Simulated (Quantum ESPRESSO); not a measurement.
## InSe: Wannier functions with PBE

InSe:

```
In Se
1.0
     3.63204    0.00000    0.00000
     0.00000    3.63204    0.00000
     0.00000    0.00000    3.63204
In Se
1 1
Cartesian
  1.8160 1.8160 1.8160
  0.0000 0.0000 0.0000
```

The cell was built by a generator and needn't be a form met in nature.

```
Program                          : Quantum ESPRESSO 7.5
Task                             : Wannier functions
Functional                       : PBE
Potentials or basis              : GBRV 1.5 PBE
Cutoff                           : 612 eV
Density cutoff                   : 4898 eV
k mesh                           : 7 × 7 × 7
Occupations                      : fermi-dirac, width 0.05 eV
Spin                             : no spin polarisation
Mixing beta                      : 0.5
Most SCF iterations              : 120
SCF threshold                    : 4e-10 Ry
k mesh for the Wannier functions : 4 × 4 × 4
```

```yaml
Pressure: -0.7 GPa
Band_gap_on_the_k_mesh: none (metal or under the smearing width)
Total_Wannier_spread: 27.72 Å² over 13 functions
RMS_miss_of_the_Wannier_bands: 0.057 eV
```

Levels at the corners of the path, in eV from the Fermi level:
| point | band 7 | band 8 | band 9 | band 10 | band 11 | band 12 | band 13 | band 14 |
| --- | --- | --- | --- | --- | --- | --- | --- | --- |
| Γ | -3.50 | -1.41 | -1.41 | -1.41 | 5.31 | 5.31 | 8.31 | 8.31 |
| X | -6.87 | -0.28 | -0.28 | 1.42 | 2.10 | 5.04 | 5.04 | 6.75 |
| M | -4.49 | -4.49 | -3.50 | 0.03 | 5.62 | 5.62 | 7.30 | 7.43 |
| Γ | -3.50 | -1.41 | -1.41 | -1.41 | 5.31 | 5.31 | 8.31 | 8.31 |
| R | -2.64 | -2.64 | -2.64 | -1.25 | 0.37 | 0.37 | 0.37 | 15.27 |
| X | -6.87 | -0.28 | -0.28 | 1.42 | 2.10 | 5.04 | 5.04 | 6.75 |
| M | -4.49 | -4.49 | -3.50 | 0.03 | 5.62 | 5.62 | 7.30 | 7.43 |
| R | -2.64 | -2.64 | -2.64 | -1.25 | 0.37 | 0.37 | 0.37 | 15.27 |

Wannier functions:
```tsv
function	nearest atom	distance (Å)	spread (Å²)	on-site energy from the reference level (eV)
1	1 In	0.05	0.54	-13.77
2	1 In	0.02	0.70	-13.40
3	1 In	0.02	0.69	-13.51
4	1 In	0.03	0.64	-13.60
5	1 In	0.07	0.63	-13.40
6	2 Se	0.52	1.41	-3.68
7	2 Se	0.54	1.49	-3.76
8	2 Se	0.55	1.55	-3.59
9	2 Se	0.51	1.53	-3.22
10	1 In	0.77	2.90	-1.52
11	1 In	1.53	5.49	1.82
12	1 In	1.72	6.52	2.29
13	1 In	0.92	3.62	0.56
```

Parts of the spread (Å²): invariant 16.68, diagonal 1.311, off-diagonal 9.73, total 27.72. Against the direct bands the interpolation misses by 57 meV (root mean square) and 424 meV at most, for states up to 1 eV over the reference level.

Wall time 2.1 min on 1 thread of Arm Neoverse V1, with other jobs on the host, peak memory 0.16 GiB.

Caveat: spin-orbit coupling is left out, which moves the levels of the heavy elements.
